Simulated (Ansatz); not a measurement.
Computed results, one entry a study.

```cif
data_k2ibr
_symmetry_space_group_name_H-M 'Imma'
_symmetry_Int_Tables_number 74
_cell_length_a 9.3421
_cell_length_b 13.2177
_cell_length_c 9.3499
_cell_angle_alpha 90.000
_cell_angle_beta 90.000
_cell_angle_gamma 90.000
_cell_volume 1154.53
loop_
_atom_site_label
_atom_site_type_symbol
_atom_site_symmetry_multiplicity
_atom_site_Wyckoff_symbol
_atom_site_fract_x
_atom_site_fract_y
_atom_site_fract_z
_atom_site_occupancy
K1 K 4 e 0.50000 0.25000 0.48708 1
K2 K 4 e 0.00000 0.25000 0.48813 1
K3 K 8 g 0.25000 0.49375 0.25000 1
Br1 Br 4 b 0.50000 0.00000 0.00000 1
I1 I 4 a 0.00000 0.00000 0.00000 1
I2 I 4 d 0.25000 0.25000 0.75000 1
Br2 Br 4 c 0.25000 0.25000 0.25000 1
_calc_subject 'From LDA to G0W0: K2IBr (ordered model alloy, started on the KBr lattice) (Imma)'
_calc_method 'G0W0 on LDA, plane waves, PAW; PAW set soft_1 (and 1 further level or step)'
_calc_program 'Ansatz 0.2.0'
_calc_settings_of_one_run 'cutoff 420 eV, 2×2×2 k-mesh, PAW set soft 1, empty bands 1027, screening cutoff 85 eV, screening contour deformation, QP bands (v4, c4), pair correlation miss 0.472'
_calc_cost '2 runs, 14 min in all on 4 threads of Arm Neoverse V1, shared host (the runs of this entry)'
_calc_notes 'The structure was built from a prototype and need not be the compound’s stable phase. The structure was relaxed with LDA. Limits: no spin-orbit coupling. From 343 bands and 34 eV to 1111 bands and 85 eV the gap moves by 6.059 − 5.741 = +0.318 eV; bands and screening cutoff rise together, so their parts are not told apart. Two runs can’t test a law of convergence, so the limit is not known. Failed or unusable runs on LDA in this series, left out of the table: LDA+SOC (4×4×4 mesh, soft_1 PAW files, 420 eV) reached its time limit after 5.1 min.'
_calc_lda_gap_over_mesh_and_path '3.809 eV, in a supercell, where edges may be folded'
_calc_g0w0_lda_gap_over_all_5_irreducible_mesh_points '6.059 eV, in a supercell, where edges may be folded'
_calc_gw_settings '2×2×2 mesh, 1027 empty bands, screening to 85 eV, PAW set soft_1 files'
_calc_known_limits 'finite bands, screening cutoff and k mesh; no spin-orbit coupling in G0W0; screening cutoff under 40 eV in some runs'
```

```cif
data_k4i3br
_symmetry_space_group_name_H-M 'Cmmm'
_symmetry_Int_Tables_number 65
_cell_length_a 9.4983
_cell_length_b 13.4275
_cell_length_c 4.7461
_cell_angle_alpha 90.000
_cell_angle_beta 90.000
_cell_angle_gamma 90.000
_cell_volume 605.30
loop_
_atom_site_label
_atom_site_type_symbol
_atom_site_symmetry_multiplicity
_atom_site_Wyckoff_symbol
_atom_site_fract_x
_atom_site_fract_y
_atom_site_fract_z
_atom_site_occupancy
K1 K 4 g 0.73771 0.00000 0.00000 1
K2 K 4 j 0.50000 0.75634 0.50000 1
I1 I 4 e 0.25000 0.25000 0.00000 1
I2 I 2 d 0.00000 0.00000 0.50000 1
Br1 Br 2 c 0.50000 0.00000 0.50000 1
_calc_subject 'From LDA to G0W0: K4I3Br (ordered model alloy, started on the KBr lattice) (Cmmm)'
_calc_method 'G0W0 on LDA, plane waves, PAW; PAW set soft_1 (and 1 further level or step)'
_calc_program 'Ansatz 0.2.0'
_calc_settings_of_one_run 'cutoff 420 eV, 2×2×2 k-mesh, PAW set soft 1, empty bands 1077, screening cutoff 85 eV, screening contour deformation, QP bands (v4, c4), pair correlation miss 0.424'
_calc_cost '2 runs, 16 min in all on 4 threads of Arm Neoverse V1, shared host (the runs of this entry)'
_calc_notes 'The structure was built from a prototype and need not be the compound’s stable phase. The structure was relaxed with LDA. Limits: no spin-orbit coupling. From 366 bands and 34 eV to 1171 bands and 85 eV the gap moves by 5.948 − 5.626 = +0.322 eV; bands and screening cutoff rise together, so their parts are not told apart. Two runs can’t test a law of convergence, so the limit is not known. Failed or unusable runs on LDA in this series, left out of the table: LDA+SOC (4×4×4 mesh, soft_1 PAW files, 420 eV) reached its time limit after 5.2 min.'
_calc_lda_gap_over_mesh_and_path '3.764 eV, in a supercell, where edges may be folded'
_calc_g0w0_lda_gap_over_all_5_irreducible_mesh_points '5.948 eV, in a supercell, where edges may be folded'
_calc_gw_settings '2×2×2 mesh, 1077 empty bands, screening to 85 eV, PAW set soft_1 files'
_calc_known_limits 'finite bands, screening cutoff and k mesh; no spin-orbit coupling in G0W0; folded zone; screening cutoff under 40 eV in some runs'
```

[Paths, hosts, dates, memory and timing lines, banners, echoed tables and standing remarks are left out of the program output.]

[Logs are printed without paths, hosts, clocks, repeated set-up lines and the standing remarks that a program may print on its own settings, such as how far it seeks lower states.]

[Runs of the session that timed out or met a known fault of the program may be left out.]

[Cells called generated may have been cut or substituted from an entry of the Crystallography Open Database or the Materials Project.]

[Hosts, paths, dates, database ids (printed as entryN), source tags and the programs' standing remarks are cut or masked in the printed files.]
